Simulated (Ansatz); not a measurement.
Wurtzite LiH (it has left that coordination), relaxed with r2SCAN: space group P6_3/mmc (No. 194), hexagonal; a = 3.256 Å, c = 4.068 Å in the conventional setting, 9.34 Å³ an atom. Li is surrounded by 5 H at 1.88–2.03 Å; H is surrounded by 5 Li at 1.88–2.03 Å. One-shot G0W0@PBE in Ansatz 0.2.0 on a 6×6×4 mesh (contour deformation, no spin-orbit coupling), from a PBE gap of 1.835 eV over the mesh points (the G0W0 gap is indirect on the mesh); the number N of bands summed and the screening cutoff rise together. Simulation only: spin-unpolarised, and no claim that this is the phase found in nature.

```csv
N,cutoff (eV),1000/N,G0W0 gap (eV)
64,80,15.625,3.598
144,140,6.944,3.750
```

Question: Lay a straight line in 1000/N through these rows.

Answer: The slope is -0.0175 eV per unit of 1000/N and the intercept 3.872 eV.

Question: Predict the gap at N = 262 (210 eV).

Answer: 3.872 + (-0.0175) × 3.817 = 3.805 eV; the run gives 3.818 eV, +0.013 eV from the line.

Question: With that run's result added, what limit do the last two rows suggest?

Answer: Their slope is (3.818 − 3.750)/(3.817 − 6.944) = -0.0217, which meets 1/N = 0 at 3.90 eV, against 3.872 eV from the first line. The slope steepens, so 1/N isn't yet asymptotic and the true limit probably lies higher still; the k mesh isn't extrapolated.
